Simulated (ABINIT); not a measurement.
Runs of ABINIT 10.8.3 (patched build) on AlNi. The structure is cubic, space group Pm-3m (No. 221). Conventional cell: a = 2.881 Å, b = 2.881 Å, c = 2.881 Å, α = 90.00°, β = 90.00°, γ = 90.00°. Ni (site symmetry m-3m) has 8 Al at 2.50 Å as nearest neighbours. Al (site symmetry m-3m) has 8 Ni at 2.50 Å as nearest neighbours. 

```tsv
task	level	potentials or basis	k mesh	cutoff (eV)	fine-grid cutoff	mesh quality	gap on the mesh (eV)	pressure (GPa)	moment (μB)	V0 of scaled cells (Å³/atom)	B0 (GPa)
equation of state	PBE	JTH PAW PBE v2.0	9 × 9 × 9	1116	1714.32 eV	not flagged	-	-	-	12.13	(c)
single point	PBE	JTH PAW PBE v2.0	9 × 9 × 9	1116	1714.32 eV	not flagged	none	2.2	0.00	-	-
single point	LDA	JTH PAW LDA v2.0	4 × 4 × 4	816	1414.99 eV	coarse	none	-	0.00	-	-
equation of state	PBEsol	JTH PAW PBE v2.0	5 × 5 × 5	1116	1714.32 eV	coarse	-	-	-	11.84	171
single point	LDA	JTH PAW LDA v2.0	7 × 7 × 7	816	1414.99 eV	not flagged	none	-	0.00	-	-
band structure	PBEsol	PseudoDojo NC SR PBEsol v0.4.1 standard	9 × 9 × 9	1333	-	not flagged	none	-3.3	0.00	-	-
single point	LDA	JTH PAW LDA v2.0	5 × 5 × 5	816	1414.99 eV	coarse	none	-	0.00	-	-
equation of state	r2SCAN	JTH PAW PBE v2.0	5 × 5 × 5	1333	2000.04 eV	coarse	-	-	-	(a)	(b)
```

Alike in all rows: spin collinear, ferromagnetic start; cell as given; smearing fermi-dirac 0.05 eV.

Q: Estimate the missing entries.

A: (a) 11.83; (b) 173; (c) 160.

Caveats: some runs use coarse meshes; small starting moments can end in a higher magnetic state in this program (some runs); pressures at fixed basis lie under the slope of the energies (some runs); the PAW data sets were made with another functional, which shifts forces and pressure a little (some runs).

A k mesh can miss the band edges.

A gap of «none» marks a metal or a gap under the smearing width.

Not every run made on this cell is shown here.
